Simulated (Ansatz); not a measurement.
An Ansatz input and the part of its output that reports the observables at the nuclei.

The cell is an entry of the Crystallography Open Database (COD), relaxed with PBE at fixed cell and then changed (volume scaled by 0.94, ions relaxed).

```yaml
crystal:
  lattice:
    - [-3.3012051864, 3.3012051864, 3.3012051864]
    - [3.3012051864, -3.3012051864, 3.3012051864]
    - [3.3012051864, 3.3012051864, -3.3012051864]
  atoms:
    - { symbol: Zr, position: [0.25, 0.625, 0.375] }
    - { symbol: Zr, position: [0.375, 0.25, 0.625] }
    - { symbol: Zr, position: [0.75, 0.875, 0.125] }
    - { symbol: Zr, position: [0.125, 0.75, 0.875] }
    - { symbol: Zr, position: [0.625, 0.375, 0.25] }
    - { symbol: Zr, position: [0.875, 0.125, 0.75] }
    - { symbol: "N", position: [0.1374207936, 0.1374207936, 0.1374207936] }
    - { symbol: "N", position: [0.8625792064, 0.5, 0.0] }
    - { symbol: "N", position: [0.5, 0.0, 0.3625792064] }
    - { symbol: "N", position: [0.0, 0.8625792064, 0.5] }
    - { symbol: "N", position: [0.3625792064, 0.5, 0.0] }
    - { symbol: "N", position: [0.6374207936, 0.6374207936, 0.6374207936] }
    - { symbol: "N", position: [0.0, 0.3625792064, 0.5] }
    - { symbol: "N", position: [0.5, 0.0, 0.8625792064] }
kpoints:
  mp_grid: { grid: [6, 6, 6] }
scf:
  occupations: { method: fermi_dirac, width: 0.02 }
hamiltonian:
  xc: pbe
  pseudopotentials: { kind: paw }
output:
  forces: true
  stress: true
  populations: true
  efg:
    quadrupole_moments_barn: { Zr: -0.176, "N": 0.02044 }
    contact_densities: true
  write_density: true
  write_potential: true
  elf: true
  volumetric_format: npy
relax:
  f_tol: 0.02
  max_steps: 60
```

```sh
ansatz run input.yaml --threads 4 --pin off --max-ram 8192MiB --backend cpu --events-out ev --progress --plain --runs-dir out
```

The run relaxes the ions first, and the block belongs to the relaxed positions.

Of the output, the block on the nuclei alone is shown; the set-up, the SCF iterations, energies, forces and stress are cut. One atom of each set with nearly equal values is shown.

```
--- PAW observables at the nuclei: V_zz in 10²¹ V/m², potentials from the cell's mean, atoms counted from 1 ---
  atom   1  Zr V_zz =    +6.602830   η = 0.0000   by run symmetry: allowed   C_q = -28.0994 MHz
            electrostatic potential = -5932.461491 V   contact ρ = 490522.787107 e/Å³
  atom   7  N  V_zz =    +0.303500   η = 0.0000   by run symmetry: allowed   C_q = +0.1500 MHz
            electrostatic potential = -525.710248 V   contact ρ = 1415.297866 e/Å³
```

The relaxation (4 steps) took 19 s of wall time (66 s of CPU time) and 0.73 GiB at its peak, on 4 threads of Intel Xeon Platinum 8259CL CPU @ 2.50GHz (Skylake/Cascade Lake) (x86_64; 16 cores open to the job, memory cap 8.0 GiB, no GPU), a shared host with a load of 0.6 a core.

Without spin–orbit coupling (the program notes it for Zr) the gradients can shift somewhat, as the gap is small. With a gap of 0.9 eV on this mesh, small gradients can still move by 0.1 × 10²¹ V/m² or more as the k-mesh gets denser. At this changed cell the PBE pressure is 21 GPa.
